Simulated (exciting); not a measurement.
Mo, 1 atom in the cell. The typed cell holds 1 atom: a = 2.825 Å, b = 2.722 Å, c = 2.538 Å, α = 89.36°, β = 92.00°, γ = 122.00°. This isn't the form of Mo at room conditions, which is bcc.

| Item | Value |
| --- | --- |
| Program | exciting (release sodium) |
| Task | density of states |
| Functional | AM05 |
| Dispersion | TS |
| Potentials or basis | all-electron LAPW+lo, shipped species files, valence relativity iora* |
| rgkmax | 8 |
| k mesh | 9 × 9 × 8 |
| Occupations | methfessel-paxton, width 0.05 eV |
| Spin | spin-orbit coupling, no magnetisation |
| outputlevel | normal |
| DOS window about the Fermi level (Ha) | [-0.8, 0.6] Ha |
| gmaxvr (cutoff of density and potential) | 14 1/bohr |
| lmaxapw (and lmaxmat) | 10 |
| lmaxvr | 8 |
| nempty | 40 |
| Valence relativity | iora* |
| epsengy | 1e-05 Ha |
| epspot | 1e-05 Ha |
| maxscl | 60 |
| Muffin-tin radii | Mo 2.3 bohr |

Potentials or basis: all-electron LAPW+lo, shipped species files, valence relativity iora*.

Launch:

```console
$ OMP_NUM_THREADS=1 exciting_smp
```

Hardware: 1 thread of Intel(R) Xeon(R) Platinum 8375C CPU @ 2.90GHz (Ice Lake), with other jobs on the host.

**Question.** How long does it take, and how much memory?

**Answer.** Run time: 10 min on 1 thread of Intel(R) Xeon(R) Platinum 8375C CPU @ 2.90GHz (Ice Lake), with other jobs on the host, peak memory 0.17 GiB. Counts: scf iterations 14, plane waves 86.
